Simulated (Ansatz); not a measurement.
## Y: eigenvalues along the path

```yaml
crystal:
  lattice:
    - [0.00000, 2.55199, 2.55199]
    - [2.55199, 0.00000, 2.55199]
    - [2.55199, 2.55199, 0.00000]
  atoms:
    - { symbol: Y, position: [0.00000, 0.00000, 0.00000] }
```

The cell is the one relaxed in the Materials Project (mp-9), not relaxed further here; entries there can be hypothetical.

Spin polarisation is left out, and whether a magnetic state lies lower isn't shown here.

These are results of DFT, PBE, all-electron LAPW, Dirac equation with spin-orbit coupling in Ansatz 0.2.0, not measurements.

Sampling and basis: a Γ-centred 12×12×12 k mesh, Fermi–Dirac smearing of 0.03 eV, basis error target 0.25 meV/atom, no spin polarisation.

Path points, in fractions of the reciprocal vectors: Γ (0.000, 0.000, 0.000), X (0.500, 0.000, 0.500), U (0.625, 0.250, 0.625), K (0.375, 0.375, 0.750), L (0.500, 0.500, 0.500), W (0.500, 0.250, 0.750). Levels in eV from the Fermi level, one of each degenerate spinor pair; bands 15 to 27, counted from the lowest band of the run. The gap is zero.

```
# k(1/Å) point b15 b17 b19 b21 b23 b25 b27
0.000 Γ -21.95 -21.95 -4.68 1.75 1.75 1.81 3.73
0.246 - -21.99 -21.97 -4.36 1.39 1.93 1.97 3.27
0.492 - -22.10 -22.02 -3.49 0.60 2.23 2.48 2.53
0.739 - -22.22 -22.08 -2.39 -0.15 1.41 3.37 3.44
0.985 - -22.31 -22.13 -1.76 -0.65 1.53 4.57 4.64
1.231 X -22.35 -22.15 -1.69 -0.83 1.98 5.15 5.51
1.318 - -22.35 -22.15 -1.65 -0.80 1.91 5.01 5.50
1.405 - -22.34 -22.15 -1.55 -0.74 1.74 4.68 5.43
1.492 - -22.34 -22.16 -1.39 -0.64 1.50 4.29 5.29
1.579 - -22.33 -22.17 -1.19 -0.54 1.24 3.89 5.11
1.666 U -22.33 -22.17 -0.94 -0.47 0.99 3.53 4.88
1.817 - -22.32 -22.17 -0.77 -0.40 0.77 3.16 4.87
1.968 - -22.32 -22.17 -0.60 -0.24 0.47 2.80 4.90
2.119 - -22.32 -22.17 -0.60 -0.24 0.47 2.80 4.90
2.269 - -22.32 -22.17 -0.77 -0.40 0.77 3.16 4.87
2.420 K -22.33 -22.17 -0.94 -0.47 0.99 3.53 4.88
2.681 - -22.31 -22.13 -0.85 -0.04 0.44 2.76 4.05
2.942 - -22.24 -22.06 -2.05 0.35 0.98 2.54 3.17
3.204 - -22.13 -22.00 -3.36 0.73 1.81 2.43 2.83
3.465 - -22.00 -21.96 -4.32 1.39 1.91 1.96 3.40
3.726 Γ -21.95 -21.95 -4.68 1.75 1.75 1.81 3.73
3.939 - -21.99 -21.95 -4.44 1.51 1.86 1.90 3.61
4.152 - -22.08 -21.97 -3.78 0.97 2.00 2.07 3.53
4.366 - -22.20 -21.99 -2.90 0.53 1.89 1.96 3.98
4.579 - -22.28 -22.01 -2.17 0.45 1.67 1.73 4.73
4.792 L -22.31 -22.02 -1.93 0.55 1.58 1.64 5.11
4.966 - -22.31 -22.04 -1.77 0.39 1.44 1.75 5.07
5.140 - -22.32 -22.08 -1.31 0.03 1.06 2.15 4.88
5.314 - -22.32 -22.14 -0.68 -0.35 0.64 2.64 4.69
5.488 - -22.31 -22.18 -0.62 -0.06 0.35 2.72 5.06
5.662 W -22.31 -22.20 -0.72 0.21 0.27 2.58 5.54
5.786 - -22.32 -22.20 -0.85 -0.12 0.66 2.83 5.54
5.909 - -22.33 -22.18 -1.14 -0.42 1.10 3.44 5.54
6.032 - -22.34 -22.16 -1.42 -0.64 1.52 4.20 5.54
6.155 - -22.35 -22.15 -1.62 -0.78 1.85 4.87 5.53
6.278 X -22.35 -22.15 -1.69 -0.83 1.98 5.15 5.51
```
